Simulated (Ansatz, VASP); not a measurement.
This is a calculation of WC (Qusongite) for Ansatz 0.2.0.

File input.yaml:

```yaml
crystal:
  lattice:
    - [2.9065, 0.0, 0.0]
    - [-1.45325, 2.5171028361, 0.0]
    - [0.0, 0.0, 2.8366]
  atoms:
    - { symbol: W, position: [0.0, 0.0, 0.0] }
    - { symbol: C, position: [0.6666666667, 0.3333333333, 0.5] }
hamiltonian:
  xc: pbesol
  pseudopotentials: { kind: paw }
  dispersion: d4
kpoints:
  mp_grid: { grid: [10, 10, 9] }
scf:
  occupations: { method: fermi_dirac, width: 0.05 }
output:
  forces: true
  stress: true
relax:
  f_tol: 0.01
  max_steps: 40
  cell: { stress_tol: 0.05 }
```

Potentials or basis: Ansatz PAW.

Launch:

```sh
$ ansatz run input.yaml --threads 2 --pin off --max-ram 5632MiB --backend cpu --events-out ev --progress --plain --runs-dir out
```

Problem. Translate it to VASP 6.6.1. Potentials there: VASP PAW PBE potentials, release 64 (W_sv, C).

Solution. As run (the cutoff follows the program's own potentials):

INCAR

```
ALGO = Normal
EDIFF = 1E-6
EDIFFG = -0.02
ENCUT = 600
GGA = PS
IBRION = 2
ISIF = 3
ISMEAR = -1
IVDW = 13
LASPH = T
LCHARG = F
LREAL = F
LWAVE = F
NELM = 100
NSW = 60
PREC = Accurate
SIGMA = 0.05
```

KPOINTS

```
k-points
0
Gamma
  10 10 9
```

The input POSCAR:

```
WC
1.0
    2.9065000000      0.0000000000      0.0000000000
   -1.4532500000      2.5171028361      0.0000000000
    0.0000000000      0.0000000000      2.8366000000
W C
1 1
Direct
    0.0000000000      0.0000000000      0.0000000000
    0.6666666667      0.3333333333      0.5000000000
```

Potentials or basis: VASP PAW PBE potentials, release 64 (W_sv, C).

The run is started by

```bash
$ cat potpaw_PBE.64/W_sv/POTCAR potpaw_PBE.64/C/POTCAR > POTCAR
$ mpirun -np 1 vasp_std > vasp.out
```

Both were run:

|  | VASP | Ansatz | Ansatz less VASP |
| --- | --- | --- | --- |
| relaxed volume (Å³/atom) | 10.21 | 10.19 | -0.026 |
| relaxed cell length with the largest relative difference (Å) | 2.821 | 2.818 | -0.0028 |
| energy change over the relaxation (meV/atom) | -3 | -4 | -1.3 |

Caveats: the PAW data sets were made with another functional, which shifts forces and pressure a little (VASP); pairwise dispersion overbinds metals, which lowers pressure and volume (VASP); the plane-wave basis is chosen anew once the cell has moved, so the energies of steps on either side of that aren't comparable (Ansatz); the pressure holds a Pulay correction of +0.3 GPa for the finite cutoff (Ansatz); the PAW data sets come from PBE, with cores solved anew for the run's functional, which leaves a small shift of forces and pressure (Ansatz). The runs have no spin-orbit coupling, so splittings on W are missing.
